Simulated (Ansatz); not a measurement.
The calculation used DFT PBE, scalar-relativistic, plane waves, PAW in Ansatz. All cells share a 420 eV cutoff and Γ-centred k meshes spaced at most about 0.3 Å⁻¹ (about 0.25 or finer for metals, 2π included). No spin polarisation in the final relaxations.

Temperature and zero-point effects are left out.

Two forms of Li were relaxed alike.

A.

```
CELL_PARAMETERS angstrom
2.72926 0.00000 0.00000
0.00000 2.72926 0.00000
0.00000 0.00000 2.72926
ATOMIC_POSITIONS crystal
Li 0.00000 0.00000 0.00000
```

B.

```
CELL_PARAMETERS angstrom
2.93624 0.00000 0.00000
-1.46812 2.54285 0.00000
0.00000 0.00000 2.70975
ATOMIC_POSITIONS crystal
Li 0.00000 0.00000 0.00000
```

Question: Which would you expect to be lower, and how large is the difference?

Answer: B is lower, by 55 meV/atom. A has the simple cubic type, space group Pm-3m (No. 221), 20.3 Å³/atom and no gap on its mesh; B has the simple hexagonal type, space group P6/mmm (No. 191), 20.2 Å³/atom and no gap. Counting all near atoms (those within 1.25 times the shortest distance at each site), A has Li 6 and B has Li 8. Both come from invented guesses. A third cell relaxed alike, in I4/mmm, lies 65 meV/atom below the lower of the two; the P6/mmm cell fell into it when its atoms were moved at random. The part of the Crystallography Open Database at hand lists Li in space groups No. 166, 191, 194, 225, 229; sharing a group (P6/mmm) doesn't make a cell the listed structure.

Cells relaxed within their symmetry can be saddle points; a later kick test found a lower structure for Li P6/mmm.
